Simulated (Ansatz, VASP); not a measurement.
# GdO in VASP and in Ansatz

```
CELL_PARAMETERS angstrom
0.00000 2.70000 2.70000
2.70000 0.00000 2.70000
2.70000 2.70000 0.00000
ATOMIC_POSITIONS crystal
Gd 0.00000 0.00000 0.00000
O 0.25000 0.25000 0.25000
```

Alike in both runs: task single point; functional LDA; k mesh 9 × 9 × 9; occupations fermi-dirac, width 0.1 eV; collinear spin; Hubbard terms Gd f U = 7.0 eV.

|  | VASP | Ansatz |
| --- | --- | --- |
| version | VASP 6.6.1 | Ansatz 0.2.0 |
| potentials or method | VASP PAW PBE potentials, release 64 (Gd, O) | plane waves, PAW |
| plane-wave cutoff (eV) | 520 | 490 |
| valence electrons in the cell | 24 | 24 |

```tsv
	VASP	Ansatz	Ansatz less VASP
gap on the k mesh at the Fermi level (eV)	none	none	-
net moment per atom (μB)	3.90	3.91	+0.006
size of the moment on the site where the two differ most (μB)	7.08	7.01	-0.076
```

Site moments also hang on the region over which each program counts them. The programs project onto different local orbitals, so the same U acts differently. A gap of «none» marks a metal or a gap that the smearing closes. Ansatz warned: «filled_band_counts_differ_across_k_points».

Caveats: spin-orbit coupling is left out, which moves the levels of the heavy elements; a cell with one magnetic atom can't hold antiferromagnetic order, which such compounds often take. The state reached can hang on the start; a lower one may exist.
